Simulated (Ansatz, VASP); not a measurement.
**One calculation of Al, two programs**

Contents of INCAR:

```
SYSTEM = Al
  PREC = Accurate
  ENCUT = 520
  EDIFF = 1E-6
  ISMEAR = -1
  SIGMA = 0.08
  LREAL = .FALSE.
  LASPH = .TRUE.
  NELM = 60
  ALGO = Normal
  ISIF = 2
  LWAVE = .FALSE.
  LCHARG = .FALSE.
  GGA = PE
  NBANDS = 8
```

Contents of KPOINTS:

```
Automatic mesh
0
G
  16 16 16
  0 0 0
```

The input POSCAR:

```
Al
1.0
    2.0861461376      0.0000000000      0.0000000000
    0.0000000000      2.0861461376      0.0000000000
    0.0000000000      0.0000000000      2.0861461376
Al
1
Direct
    0.0000000000      0.0000000000      0.0000000000
```

Input for Ansatz:

```yaml
crystal:
  lattice:
    - [2.0861461376, 0.0, 0.0]
    - [0.0, 2.0861461376, 0.0]
    - [0.0, 0.0, 2.0861461376]
  atoms:
    - { symbol: Al, position: [0.0, 0.0, 0.0] }
kpoints:
  mp_grid: { grid: [16, 16, 16] }
  band_path:
    path:
      - [0.0, 0.0, 0.0]
      - [0.0, 0.5, 0.0]
      - [0.5, 0.5, 0.0]
      - [0.0, 0.0, 0.0]
      - [0.5, 0.5, 0.5]
      - [0.0, 0.5, 0.0]
      - [0.5, 0.5, 0.5]
      - [0.5, 0.5, 0.0]
    npoints: 8
scf:
  occupations: { method: fermi_dirac, width: 0.08 }
hamiltonian:
  xc: pbe
  pseudopotentials: { kind: paw }
output:
  forces: true
  stress: true
  eigenvalues: true
  populations: true
  dos: { projected: true, de: 0.2, e_range: [-14, 8] }
```

Change from the starting cell: volume scaled by 0.45, PAW files.

Alike in both runs: task single point; functional PBE; k mesh 16 × 16 × 16; occupations fermi-dirac, width 0.08 eV; no spin polarisation.

```csv
,VASP,Ansatz
version,VASP 6.6.1,Ansatz 0.2.0
potentials or method,"VASP PAW PBE potentials, release 64 (Al)","PAW with Ansatz's default frozen-core files, scalar-relativistic"
plane-wave cutoff (eV),520,420
valence electrons in the cell,3,3
```

Ansatz gave:

* pressure (GPa): 218.6

Question: Which values does VASP return?

Answer: Pressure (GPa): 220.2.

The functional is the same, so the differences come from potentials, cutoffs and numerics.

Caveats: the cell as given lies far from equilibrium; so large a pressure means that the cell lies far from this level's equilibrium, or that cutoff or potentials fall short (VASP).
